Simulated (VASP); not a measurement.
# CaO: convergence, energy along a vibration (SMASS = -2)

CaO, Fm-3m (no. 225), atoms displaced along the mode, 2 atoms in the cell. PBEsol, energy along a line of displacements; PAW potentials Ca_sv, O (PBE set). VASP 6.6.1.

Wanted: harmonic frequency within 1 %.

Space group without the displacement: Fm-3m (no. 225); Mode: optical mode at Gamma along [111].

POSCAR of the starting run:
```
CaO
1.0
    0.0000000000      2.4035556960      2.4035556960
    2.4035556960      0.0000000000      2.4035556960
    2.4035556960      2.4035556960      0.0000000000
Ca O
1 1
Direct
   -0.0027412790     -0.0027412790     -0.0027412790
    0.5068669904      0.5068669904      0.5068669904

    0.0032944084   0.0032944084   0.0032944084
   -0.0082525970  -0.0082525970  -0.0082525970
```

The series start from k mesh: 6 × 6 × 6; Cutoff (eV): 520; Step along the mode (Å): 0.02; Electronic threshold (eV): 1e-7. Each series keeps the choices made before it, and each single choice may use up half of a tolerance.

## k mesh

| k mesh | Harmonic frequency (THz) | Time (s) |
|---|---|---|
| 3 × 3 × 3 | 7.039 | 16 |
| 4 × 4 × 4 | 7.681 | 26 |
| 5 × 5 × 5 | 7.798 | 43 |
| 6 × 6 × 6 | 7.822 | 62 |
| 7 × 7 × 7 | 7.827 | 96 |
| 9 × 9 × 9 (reference) | 7.829 | 174 |

Chosen: 5 × 5 × 5, the loosest value from which every tighter one stays within half of the tolerance.

## Cutoff (eV)

| Cutoff (eV) | Harmonic frequency (THz) | Time (s) |
|---|---|---|
| 280 | 7.945 | 18 |
| 340 | 8.079 | 20 |
| 400 | 7.848 | 22 |
| 460 | 7.797 | 25 |
| 520 | 7.798 | 43 |
| 600 (reference) | 7.796 | 40 |

Chosen: 460.

## Electronic threshold (eV)

| Electronic threshold (eV) | Harmonic frequency (THz) | Time (s) |
|---|---|---|
| 0.001 | 7.809 | 13 |
| 0.0001 | 7.81 | 14 |
| 1e-5 | 7.81 | 17 |
| 1e-6 | 7.81 | 20 |
| 1e-7 | 7.81 | 22 |
| 1e-8 (reference) | 7.81 | 31 |

Chosen: 0.001.

Also changed on the way, by series that aren't shown: Step along the mode (Å): 0.08.

## All choices together

| Input | Harmonic frequency (THz) | Time (s) |
|---|---|---|
| defaults on a coarse mesh (naive) | 7.737 | 4.6 |
| chosen settings | 7.809 | 13 |
| reference settings throughout | 7.816 | 177 |

The tolerance is met.

## The input

INCAR:
```
ALGO     = Normal         # electronic algorithm
EDIFF    = 0.001          # SCF threshold, eV
ENCUT    = 460            # plane-wave cutoff, eV
GGA      = PS             # functional
IBRION   = 0              # ionic algorithm
ISMEAR   = 0              # smearing method
ISYM     = 0            
IWAVPR   = 11           
KPAR     = 2            
LASPH    = True           # aspherical terms in the spheres
LCHARG   = False          # write CHGCAR
LREAL    = False          # projectors in reciprocal space
LWAVE    = False          # write WAVECAR
NELMIN   = 4            
NSW      = 9              # ionic steps
POTIM    = 1              # step
PREC     = Accurate       # precision mode
SIGMA    = 0.03           # smearing width, eV
SMASS    = -2            
```

KPOINTS:
```
Automatic mesh
0
Gamma
  5 5 5
  0 0 0
```

POSCAR:
```
CaO
1.0
    0.0000000000      2.4035556960      2.4035556960
    2.4035556960      0.0000000000      2.4035556960
    2.4035556960      2.4035556960      0.0000000000
Ca O
1 1
Direct
   -0.0109651160     -0.0109651160     -0.0109651160
    0.5274679618      0.5274679618      0.5274679618

    0.0131776335   0.0131776335   0.0131776335
   -0.0330103880  -0.0330103880  -0.0330103880
```

Commands:
```
cat potpaw_PBE.64/Ca_sv/POTCAR potpaw_PBE.64/O/POTCAR > POTCAR
mpirun -np 2 vasp_std > vasp.out
```

Limits: NELMIN = 4 forces that many electronic steps, so a loose EDIFF looks better here than it is.

The chosen input took VASP 6.6.1 13 s on 2 cores (Intel Xeon 6975P-C (Granite Rapids)), a shared host.

## An input that fails: SMASS left out, so the atoms move under their forces

It runs to its end, but against the unchanged starting input it is off by 2.4 % in the harmonic frequency.

Changes against the starting input:
```
- SMASS = -2
```
